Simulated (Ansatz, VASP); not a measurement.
Au in VASP and in Ansatz

File INCAR:

```
SYSTEM = Au
ALGO = Normal ; EDIFF = 1E-7
ENCUT = 520 ; GGA = CA
ISIF = 2 ; ISMEAR = -1
LASPH = .True. ; LCHARG = .True.
LELF = .True. ; LREAL = .False.
LVHAR = .True. ; LWAVE = .False.
NBANDS = 12 ; NELM = 100
PREC = Accurate ; SIGMA = 0.1
```

KPOINTS

```
k-points
0
Gamma
  15 15 15
  0 0 0
```

POSCAR

```
Au
1.0
   -1.5849102788      1.5849102788      1.5849102788
    1.5849102788     -1.5849102788      1.5849102788
    1.5849102788      1.5849102788     -1.5849102788
Au
1
Direct
    0.0000000000      0.0000000000      0.0000000000
```

Input for Ansatz:

```yaml
crystal:
  lattice:
    - [-1.5849102788, 1.5849102788, 1.5849102788]
    - [1.5849102788, -1.5849102788, 1.5849102788]
    - [1.5849102788, 1.5849102788, -1.5849102788]
  atoms:
    - { symbol: Au, position: [0.0, 0.0, 0.0] }
hamiltonian:
  xc: lda
  pseudopotentials:
    kind: paw
    azcp:
      Au: "pseudopotentials/Au.paw.azcp"
basis:
  ecutwfc: 420
  fft_grid_basis: typed
kpoints:
  mp_grid: { grid: [15, 15, 15], shift: [0, 0, 0] }
magnetization:
  spin_polarized: false
scf:
  occupations: { method: fermi_dirac, width: 0.1 }
  lower_state_search: "off"
output:
  stress: true
  write_density: true
  write_potential: true
  elf: true
  volumetric_format: npy
```

Alike in both runs: task single point; functional LDA; k mesh 15 × 15 × 15; occupations fermi-dirac, width 0.1 eV; no spin polarisation.

```csv
,VASP,Ansatz
version,VASP 6.6.1,Ansatz 0.2.0
potentials or method,"VASP PAW LDA potentials, release 64 (Au)","plane waves (420 eV) with PAW, scalar-relativistic"
plane-wave cutoff (eV),520,420
valence electrons in the cell,11,19
```

|  | VASP | Ansatz | Ansatz less VASP |
| --- | --- | --- | --- |
| pressure (GPa) | 10.0 | 9.4 | -0.58 |

The two sets of potentials don't hold the same shells in valence. Ansatz warned: «pseudo_functional_mismatch».

Spin-orbit coupling is left out, which matters for the levels of Au.
